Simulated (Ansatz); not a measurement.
**LaAlO3: pressure series**

The parent structure is LaAlO3 in the cubic perovskite structure (space group Pm-3m, No. 221; a = 3.786 Å).

Cell and atoms are relaxed at each pressure.

Calculations: r2SCAN (Ansatz, a quantum-chemistry and plane-wave program), spin-orbit coupling left out, earlier PAW set.

Notes on the quantities. electron mass: degenerate bands, along [100]; enthalpy: H = E + PV relative to the base's energy.

```csv
variant,band gap,electron mass,enthalpy,lattice parameter a
base,4.02 eV,"0.48, 0.65 mₑ (at Γ)",–,3.786 Å
pressure −2 GPa,4.00 eV,"0.48, 0.66 mₑ (at Γ)",-0.14 eV/atom,3.799 Å
pressure −1 GPa,4.01 eV,"0.48, 0.66 mₑ (at Γ)",-0.07 eV/atom,3.792 Å
pressure 3 GPa,4.05 eV,"0.47, 0.64 mₑ (at Γ)",+0.20 eV/atom,3.769 Å
pressure 7 GPa,4.09 eV,"0.46, 0.63 mₑ (at Γ)",+0.47 eV/atom,3.748 Å
pressure 15 GPa,4.15 eV,"0.45, 0.61 mₑ (at Γ)",+0.98 eV/atom,3.709 Å
pressure 30 GPa,4.23 eV,"0.43, 0.59 mₑ (at Γ)",+1.92 eV/atom,3.648 Å
pressure 50 GPa,4.25 eV,"0.41, 0.56 mₑ (at Γ)",+3.09 eV/atom,3.582 Å
pressure 75 GPa,4.25 eV,"0.39, 0.53 mₑ (at Γ)",+4.49 eV/atom,3.516 Å
pressure 100 GPa,4.24 eV,"0.38, 0.52 mₑ (at Γ)",+5.81 eV/atom,3.461 Å
```

Load acts through the strain it causes; cell and atoms are relaxed under it. Masses are band curvatures over ±0.01 Å⁻¹ around the edge. Stability against distortions was not tested. No other phases were tried under pressure. Many cubic perovskites are stable only at high temperature; tilts and polar distortions were not tested.
